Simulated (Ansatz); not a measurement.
# Sb (Pm-3m) in Ansatz: further runs

Runs on Sb. Level: PBEsol. Tasks: relaxation of cell and atoms.

Everything below comes from runs of Ansatz 0.2.0. Logs are shortened: lines on timing, memory, paths and dates and some standing lists are left out, and cuts for length are marked.

## Step 1: The structure

The structure is cubic, space group Pm-3m (No. 221). The conventional cell has a = 3.160 Å, b = 3.160 Å, c = 3.160 Å, α = 90.00°, β = 90.00°, γ = 90.00°. Around Sb (site symmetry m-3m) lie 6 Sb at 3.16 Å.

This isn't the form of Sb at room conditions, which is rhombohedral.

## Step 2: Relaxation of cell and atoms, PBEsol

The input, input.yaml:

```yaml
crystal:
  lattice:
    - [3.16, 0.0, 0.0]
    - [0.0, 3.16, 0.0]
    - [0.0, 0.0, 3.16]
  atoms:
    - { symbol: Sb, position: [0.0, 0.0, 0.0] }
hamiltonian:
  xc: pbesol
  pseudopotentials: { kind: paw }
kpoints:
  mp_grid: { grid: [8, 8, 8] }
scf:
  occupations: { method: fermi_dirac, width: 0.05 }
output:
  forces: true
  stress: true
  eigenvalues: true
relax:
  f_tol: 0.01
  max_steps: 40
  cell: { stress_tol: 0.05 }
```

Potentials or basis: Ansatz PAW.

Run with:

```console
$ ansatz run input.yaml --threads 2 --pin off --max-ram 5632MiB --backend cpu --events-out ev --progress --plain --runs-dir out
```

Output:

```text
Warning: RAYON_NUM_THREADS=2 ignored (pool sized by the plan → 2); use --threads N
Engine: ansatz 0.2.0, aarch64-unknown-linux-gnu
Pseudopotentials: kind: paw
Pseudopotential: Sb, paw, valence charge 15, recommended cutoff 420 eV (normal), Sb.paw.azcp
Functional definition: PBEsol
  exchange = pbesol_x
  correlation = pbesol_c
Crystal: 1 atoms, lattice volume = 31.554 Å³
Basis set: ecut = 420 eV, 619 PW (Γ), exchange–correlation on 48×48×48 points (8 copies of the dense FFT grid, shifted against one another)
Bands: 12, of which v1, the nominal top of the filled ones, is band 8 counted from 1 (7 counted from 0)
Symmetry: 48 space group operations
Space group: Pm-3m (ITA 221), of the structure as read, at distance tolerance 3.2e-5 Å
k-points: 35 of 512
Non-local potential: Sb, projectors of the file, l = 0: 2, l = 1: 2, l = 2: 2, l = 3: 2
PAW form: soft (Blöchl's): semilocal exchange-correlation on the pseudo side does not see the compensation charge
PAW frozen core: Sb, regenerated for the run's functional, and the local potential with it (the file was generated under x = pbe(κ = 0.804, μ = 0.2195149727645171), c = pbe(β = 0.06672455060314922))
PAW one-centre angular grid: Sb, 590 points (default); XC on 64 Gauss nodes
Initial density: superposition of atomic densities (neutral atoms: chi_scale 0, normalization atom), corrected by the library's trained network
Initial wavefunctions: pseudopotential atomic-orbital guess
Functional: x = pbesol(κ = 0.804, μ = 0.12345679012345678), c = pbesol(β = 0.046)
SCF iter   1: F=—  HF=-6408.002026 eV  |F-HF|=—  |Δ(HF+E_count)|=         —  Δρ=2.36e-3  dr2=1.13e-3  ethr=1.77e-3  ⟨swp⟩=5.8  Hψ=2494  notcnv=0
preconditioner: auto → none  [insulator: Δε(μ)=0.207 eV  Ē_g=11.839 eV  σ=0.050 eV  W_gap=0.53  n_scr=6 (ndim 8)  ℏωp=14.8 eV  f_vac=0.004  D(μ)=0.99/eV (n_scr^D=6)  ε∞_Penn≈2.6]
SCF iter   2: F=—  HF=-6408.000460 eV  |F-HF|=—  |Δ(HF+E_count)|=   1.57e-3  Δρ=8.60e-4  dr2=1.26e-4  ethr=7.52e-6  ⟨swp⟩=3.0  Hψ=1040  notcnv=0  defer=5
SCF iter   3: F=—  HF=-6408.000460 eV  |F-HF|=—  |Δ(HF+E_count)|=   3.18e-7  Δρ=1.57e-4  dr2=5.64e-6  ethr=8.41e-7  ⟨swp⟩=2.4  Hψ=649  notcnv=0  defer=5
SCF iter   4: F=—  HF=-6408.000461 eV  |F-HF|=—  |Δ(HF+E_count)|=   9.52e-7  Δρ=5.60e-5  dr2=6.80e-7  ethr=3.76e-8  ⟨swp⟩=2.0  Hψ=672  notcnv=0  defer=5
iter 5 did not close the SCF: its close was put off for the readings that it lacked (scf_convergence_deferred on its scf_iter line)
SCF iter   5: F=-6408.000461 eV  HF=-6408.000461 eV  |F-HF|=1.65e-8  |Δ(HF+E_count)|=   4.28e-7  Δρ=8.61e-6  dr2=1.55e-8  ethr=4.54e-9  ⟨swp⟩=2.0  Hψ=670  notcnv=0  defer=5
SCF iter   6: F=-6408.000461 eV  HF=-6408.000461 eV  |F-HF|=1.62e-10  |Δ(HF+E_count)|=   8.69e-9  Δρ=9.13e-7  dr2=1.48e-10  ethr=1.03e-10  ⟨swp⟩=3.9  Hψ=1721  notcnv=0
SCF 1 converged in 6 iterations: F = -6408.000461 eV  dr2 = 1.48e-10
relax step   1: F+E_penalty+E_count = -6408.00046086 eV  Δ(F+E_penalty+E_count) = +0.000e0 eV  max|allowed force component| = 0.000e0 eV/Å  Δτ_max = 0.0000 Å  P = -4.674 GPa  Ω = 31.554 Å³  (6 SCF iters, dr2 threshold 1.00e-7 eV, accepted)
Crystal: 1 atoms, lattice volume = 27.801 Å³
Basis set: ecut = 420 eV, 515 PW (Γ), exchange–correlation on 48×48×48 points (8 copies of the dense FFT grid, shifted against one another)
Initial density: handed on by an earlier stage of this run
Initial wavefunctions: those handed on with the density
iter 1 solved again at ethr=1.45e-5 eV; its pass at ethr=3.10e-3 eV (dr2=2.18e-3 eV) is discarded
SCF iter   1: F=—  HF=-6408.035038 eV  |F-HF|=—  |Δ(HF+E_count)|=         —  Δρ=2.46e-3  dr2=2.12e-3  ethr=1.45e-5  ⟨swp⟩=2.0  Hψ=3783  notcnv=0
preconditioner: auto → none  [insulator: Δε(μ)=0.275 eV  Ē_g=12.589 eV  σ=0.050 eV  W_gap=0.57  n_scr=6 (ndim 8)  ℏωp=15.7 eV  f_vac=0.000  D(μ)=1.06/eV (n_scr^D=6)  ε∞_Penn≈2.6]
SCF iter   2: F=—  HF=-6408.034947 eV  |F-HF|=—  |Δ(HF+E_count)|=   9.07e-5  Δρ=1.16e-3  dr2=4.26e-4  ethr=1.41e-5  ⟨swp⟩=1.0  Hψ=420  notcnv=0
SCF iter   3: F=—  HF=-6408.034974 eV  |F-HF|=—  |Δ(HF+E_count)|=   2.74e-5  Δρ=1.53e-4  dr2=3.16e-6  ethr=2.84e-6  ⟨swp⟩=1.0  Hψ=420  notcnv=0
SCF iter   4: F=—  HF=-6408.034975 eV  |F-HF|=—  |Δ(HF+E_count)|=   1.42e-7  Δρ=4.11e-5  dr2=2.58e-7  ethr=2.11e-8  ⟨swp⟩=2.0  Hψ=683  notcnv=0
SCF iter   5: F=-6408.034975 eV  HF=-6408.034975 eV  |F-HF|=5.61e-9  |Δ(HF+E_count)|=   1.45e-8  Δρ=3.78e-6  dr2=6.08e-9  ethr=6.67e-10  ⟨swp⟩=5.7  Hψ=1974  notcnv=0
SCF 2 converged in 5 iterations: F = -6408.034975 eV  dr2 = 6.08e-9
relax step   2: F+E_penalty+E_count = -6408.03497461 eV  Δ(F+E_penalty+E_count) = -3.451e-2 eV  max|allowed force component| = 0.000e0 eV/Å  Δτ_max = 0.0000 Å  P = +2.664 GPa  Ω = 27.801 Å³  energy of the carried Pulay correction = +7.989e-4 eV  (5 SCF iters, dr2 threshold 1.00e-7 eV, accepted)
Crystal: 1 atoms, lattice volume = 29.056 Å³
Basis set: ecut = 420 eV, 587 PW (Γ), exchange–correlation on 48×48×48 points (8 copies of the dense FFT grid, shifted against one another)
iter 1 solved again at ethr=2.06e-6 eV; its pass at ethr=3.10e-3 eV (dr2=3.08e-4 eV) is discarded
SCF iter   1: F=—  HF=-6408.043167 eV  |F-HF|=—  |Δ(HF+E_count)|=         —  Δρ=8.97e-4  dr2=2.91e-4  ethr=2.06e-6  ⟨swp⟩=2.0  Hψ=3750  notcnv=0
preconditioner: auto → none  [insulator: Δε(μ)=0.290 eV  Ē_g=12.315 eV  σ=0.050 eV  W_gap=0.55  n_scr=6 (ndim 8)  ℏωp=15.4 eV  f_vac=0.000  D(μ)=0.99/eV (n_scr^D=6)  ε∞_Penn≈2.6]
SCF iter   2: F=—  HF=-6408.043174 eV  |F-HF|=—  |Δ(HF+E_count)|=   6.91e-6  Δρ=4.32e-4  dr2=6.25e-5  ethr=1.94e-6  ⟨swp⟩=1.0  Hψ=420  notcnv=0
SCF iter   3: F=—  HF=-6408.043184 eV  |F-HF|=—  |Δ(HF+E_count)|=   9.45e-6  Δρ=5.17e-5  dr2=3.50e-7  ethr=4.17e-7  ⟨swp⟩=1.1  Hψ=424  notcnv=0
SCF iter   4: F=-6408.043184 eV  HF=-6408.043184 eV  |F-HF|=7.35e-9  |Δ(HF+E_count)|=   1.41e-7  Δρ=1.42e-5  dr2=3.74e-8  ethr=6.67e-10  ⟨swp⟩=6.3  Hψ=2129  notcnv=0
SCF 3 converged in 4 iterations: F = -6408.043184 eV  dr2 = 3.74e-8
relax step   3: F+E_penalty+E_count = -6408.04318390 eV  Δ(F+E_penalty+E_count) = -8.209e-3 eV  max|allowed force component| = 0.000e0 eV/Å  Δτ_max = 0.0000 Å  P = -0.386 GPa  Ω = 29.056 Å³  energy of the carried Pulay correction = +5.208e-4 eV  (4 SCF iters, dr2 threshold 1.00e-7 eV, accepted)
Crystal: 1 atoms, lattice volume = 28.891 Å³
iter 1 solved again at ethr=6.35e-8 eV; its pass at ethr=3.10e-3 eV (dr2=9.53e-6 eV) is discarded
SCF iter   1: F=—  HF=-6408.043432 eV  |F-HF|=—  |Δ(HF+E_count)|=         —  Δρ=1.13e-4  dr2=5.02e-6  ethr=6.35e-8  ⟨swp⟩=3.0  Hψ=3495  notcnv=0
preconditioner: auto → none  [insulator: Δε(μ)=0.288 eV  Ē_g=12.351 eV  σ=0.050 eV  W_gap=0.55  n_scr=6 (ndim 8)  ℏωp=15.4 eV  f_vac=0.000  D(μ)=1.00/eV (n_scr^D=6)  ε∞_Penn≈2.6]
SCF iter   2: F=—  HF=-6408.043431 eV  |F-HF|=—  |Δ(HF+E_count)|=   3.46e-7  Δρ=5.29e-5  dr2=9.97e-7  ethr=3.34e-8  ⟨swp⟩=1.0  Hψ=420  notcnv=0
SCF iter   3: F=-6408.043431 eV  HF=-6408.043431 eV  |F-HF|=2.64e-9  |Δ(HF+E_count)|=   3.49e-8  Δρ=7.78e-6  dr2=7.47e-9  ethr=6.67e-10  ⟨swp⟩=4.7  Hψ=1977  notcnv=0
SCF 4 converged in 3 iterations: F = -6408.043431 eV  dr2 = 7.47e-9
relax step   4: F+E_penalty+E_count = -6408.04343136 eV  Δ(F+E_penalty+E_count) = -2.475e-4 eV  max|allowed force component| = 0.000e0 eV/Å  Δτ_max = 0.0000 Å  P = -0.022 GPa  Ω = 28.891 Å³  energy of the carried Pulay correction = +5.568e-4 eV  (3 SCF iters, dr2 threshold 1.00e-7 eV, accepted)
Initial wavefunctions: pseudopotential atomic-orbital guess (no wavefunctions were taken with the density)
iter 1 solved again at ethr=1.74e-7 eV; its pass at ethr=3.10e-3 eV (dr2=2.61e-5 eV) is discarded
SCF iter   1: F=—  HF=-6408.042818 eV  |F-HF|=—  |Δ(HF+E_count)|=         —  Δρ=9.23e-5  dr2=3.19e-7  ethr=1.74e-7  ⟨swp⟩=3.0  Hψ=3596  notcnv=0
SCF iter   2: F=—  HF=-6408.042820 eV  |F-HF|=—  |Δ(HF+E_count)|=   2.00e-6  Δρ=4.47e-5  dr2=6.68e-8  ethr=2.13e-9  ⟨swp⟩=2.5  Hψ=677  notcnv=0
SCF iter   3: F=—  HF=-6408.042820 eV  |F-HF|=—  |Δ(HF+E_count)|=   1.49e-7  Δρ=2.31e-6  dr2=3.25e-10  ethr=4.45e-10  ⟨swp⟩=3.0  Hψ=681  notcnv=0
SCF iter   4: F=—  HF=-6408.042820 eV  |F-HF|=—  |Δ(HF+E_count)|=  5.52e-10  Δρ=4.10e-7  dr2=5.13e-11  ethr=2.17e-12  ⟨swp⟩=2.0  Hψ=686  notcnv=0
SCF iter   5: F=-6408.042820 eV  HF=-6408.042820 eV  |F-HF|=1.00e-11  |Δ(HF+E_count)|=  3.46e-11  Δρ=1.46e-7  dr2=6.84e-12  ethr=1.00e-12  ⟨swp⟩=6.3  Hψ=1734  notcnv=0
SCF 5 converged in 5 iterations: F = -6408.042820 eV  dr2 = 6.84e-12
relax step   5: F+E_penalty+E_count = -6408.04281986 eV  Δ(F+E_penalty+E_count) = +6.115e-4 eV  max|allowed force component| = 0.000e0 eV/Å  Δτ_max = 0.0000 Å  P = -0.020 GPa  Ω = 28.891 Å³  stress off target by 2.01e-2 GPa  SCF on the basis re-selected at this cell (its energy is not comparable with the rows above)  (5 SCF iters)
basis re-selected at this cell: Δ(F+E_penalty+E_count) = +6.115e-4 eV, ΔP = +0.002 GPa vs the last step (what re-selecting the basis moved, of the pressure what is left beyond the Pulay correction that the steps carried, after the strain that the cell walked since its last selection, with what the two solves' SCF thresholds leave and, on support functions, any second-order correction that the steps lacked; it is no measure of the basis error at this ecutwfc). This SCF's stress stands 2.01e-2 GPa from its target on what of the cell is left free (relax.cell.stress_tol is 5.00e-2 GPa) and its largest allowed force component is 0.00e0 eV/Å (relax.f_tol is 1.00e-2 eV/Å): within both
SCF converged after 5 iterations
Free energy (F): -6408.042820 eV
Harris-Foulkes:  -6408.042820 eV  (|F-HF|=1.00e-11)
Internal energy: -6408.035474 eV  (E = F + TS)
E sigma→0 (E₀):  -6408.039147 eV
Entropy (-TS):   -0.007345 eV (-7.345 meV/atom)
Fermi energy:    10.253866 eV
--- Per-component energies (eV) ---
  E_band       = -161.808989
  E_kinetic    = 207.510936
  E_local      = -1546.906788  (includes V_loc(G=0)·N_el)
  E_nonlocal   = 363.997566
  E_hartree    = 702.073089
  E_xc         = -137.645890
  E_vxc        = -96.826511  (∫ρ·V_xc dr)
  E_paw        = -4499.473478  (= ΣΔE_a)
  E_vpaw       = -493.730237  (= ΣTr[D̂ρ^β])
  E_aug_tail   = -0.000002  (compensation charges beyond the density's cutoff)
  E_ewald      = -1497.922765
  E_core_change = 0.331857  (= ΣΔE_core)
  E_smearing   = -0.007345  (= −TS)
  E_closure    = 0.000000  (closes the sum)
  Σ components = -6408.042820   (vs F -6408.042820, Δ=0.00e0)
--- Forces (eV/Å), atoms counted from 1 ---
  atom   1  Sb     0.00000000    -0.00000000    -0.00000000
  max |Σ_I F_I| component: 4.93e-32 eV/Å
--- Stress (GPa, compression-positive) ---
       -0.020145      -0.000000      -0.000000
       -0.000000      -0.020145      -0.000000
       -0.000000      -0.000000      -0.020145
  P = ⅓ Tr σ = -0.0201 GPa (-0.201 kbar)
--- Band table (eV; the first three rows and the last of 35) ---
  k-point 0: bands = ["-18.8397", "-18.8397", "-18.6396", "-18.6396", "-18.6396", "-2.3372", "13.6562", "13.6562", "13.6562", "17.4933", "17.4933", "18.6401"]
  k-point 1: bands = ["-18.8385", "-18.8141", "-18.6470", "-18.6470", "-18.6391", "-2.1035", "11.3650", "13.8870", "13.8870", "17.6871", "18.3632", "20.6498"]
  k-point 2: bands = ["-18.8357", "-18.7524", "-18.6649", "-18.6649", "-18.6376", "-1.4236", "8.2462", "14.5228", "14.5228", "18.2638", "19.0089", "24.6374"]
  k-point 34: bands = ["-18.7459", "-18.7459", "-18.7459", "-18.5595", "-18.5595", "5.9319", "8.6470", "8.6470", "8.6470", "15.1423", "15.1423", "15.1423"]
--- Relaxed structure (4 steps of the walk, 4 accepted, 1 SCFs on fresh bases) ---
  F+E_penalty+E_count = -6408.04281986 eV   max|allowed force component| = 0.000e0 eV/Å   (the final SCF, on the basis selected at the relaxed cell)
  cell:  # Å, volume = 28.8908 Å³
    - [3.0684551048713873, -3.017290246206669e-33, 1.0271626370065257e-33]
    - [-3.017290246206669e-33, 3.0684551048713873, 0.0]
    - [1.0271626370065257e-33, 0.0, 3.0684551048713873]
  atoms:
    - { symbol: Sb, position: [0.0, 0.0, 0.0] }
```

Wall time 2.4 s (2 threads of Arm Neoverse V2, shared host); peak memory 0.28 GiB.

Results:

```
Free energy                            : -6408.0428 eV
Relaxed volume                         : 28.89 Å³/atom
Relaxed cell                           : a = 3.068 Å, b = 3.068 Å, c = 3.068 Å, α = 90.00°, β = 90.00°, γ = 90.00°
Space group after relaxing (to 0.05 Å) : Pm-3m (No. 221)
Energy gained by relaxing              : 42.4 meV/atom
Ionic steps                            : 5
Pressure after relaxing                : 0.0 GPa
Band gap on the k mesh                 : none (metal or under the smearing width)
```

The path:
```csv
step,energy change (eV),largest force (eV/Å),volume (Å³)
1,0.0000,0.0000,31.55
2,-0.0345,0.0000,27.80
3,-0.0427,0.0000,29.06
4,-0.0430,0.0000,28.89
5,-0.0424,0.0000,28.89
```

Final structure:
```cif
data_structure
_symmetry_space_group_name_H-M 'P 1'
_symmetry_Int_Tables_number 1
_cell_length_a 3.0685
_cell_length_b 3.0685
_cell_length_c 3.0685
_cell_angle_alpha 90.000
_cell_angle_beta 90.000
_cell_angle_gamma 90.000
_cell_volume 28.89
loop_
_atom_site_label
_atom_site_type_symbol
_atom_site_fract_x
_atom_site_fract_y
_atom_site_fract_z
_atom_site_occupancy
Sb1 Sb 0.00000 0.00000 0.00000 1
```

Caveat: the plane-wave basis is chosen anew once the cell has moved, so the energies of steps on either side of that aren't comparable; the PAW data sets come from PBE, with cores solved anew for the run's functional, which leaves a small shift of forces and pressure.

## Step 3: Relaxation of cell and atoms, PBEsol, target pressure 2 GPa, at which the enthalpy is minimised

input.yaml: that of step 2 with these lines changed.

```diff
@@ -21,2 +21,2 @@
   max_steps: 40
-  cell: { stress_tol: 0.05 }
+  cell: { stress_tol: 0.05, p_target: 2.0 }
```

Potentials or basis: Ansatz PAW.

Run with:

```console
$ ansatz run input.yaml --threads 2 --pin off --max-ram 5632MiB --backend cpu --events-out ev --progress --plain --runs-dir out
```

It took 2.4 s on 2 threads of Arm Neoverse V2, shared host; peak memory 0.28 GiB.

Results (log left out):

```yaml
Free_energy: -6408.0379 eV
Relaxed_volume: 28.06 Å³/atom
Relaxed_cell: a = 3.039 Å, b = 3.039 Å, c = 3.039 Å, α = 90.00°, β = 90.00°, γ = 90.00°
Space_group_after_relaxing_to_0.05_Å: Pm-3m (No. 221)
Energy_change_on_relaxing_the_enthalpy_is_what_falls: -37.4 meV/atom
Ionic_steps: 5
Pressure_after_relaxing: 2.0 GPa
Band_gap_on_the_k_mesh: none (metal or under the smearing width)
```

The path:
| step | energy change (eV) | largest force (eV/Å) | volume (Å³) |
| --- | --- | --- | --- |
| 1 | 0.0000 | 0.0000 | 31.55 |
| 2 | -0.0217 | 0.0000 | 27.21 |
| 3 | -0.0399 | 0.0000 | 28.21 |
| 4 | -0.0382 | 0.0000 | 28.06 |
| 5 | -0.0374 | 0.0000 | 28.06 |

Final structure:
```
Sb
1.0
     3.03868    0.00000    0.00000
     0.00000    3.03868    0.00000
     0.00000    0.00000    3.03868
Sb
1
Direct
  0.00000 0.00000 0.00000
```

Levels at points of the mesh, in eV from the Fermi level:
```csv
k point,band 4,band 5,band 6,band 7,band 8,band 9,band 10,band 11,band 12
"(0.00, 0.00, 0.00)",-28.92,-28.92,-12.83,3.48,3.48,3.48,7.28,7.28,8.57
"(0.00, 0.00, -0.50)",-28.95,-28.92,-10.16,-5.96,5.69,5.69,9.82,10.70,11.47
"(0.00, -0.50, -0.50)",-28.97,-28.84,-7.33,-3.75,-3.75,1.97,7.98,13.34,13.34
"(-0.50, -0.50, -0.50)",-28.83,-28.83,-4.14,-1.67,-1.67,-1.67,4.85,4.85,4.85
```

Caveat: the plane-wave basis is chosen anew once the cell has moved, so the energies of steps on either side of that aren't comparable; the PAW data sets come from PBE, with cores solved anew for the run's functional, which leaves a small shift of forces and pressure. The run has no spin-orbit coupling, so splittings on Sb are missing.
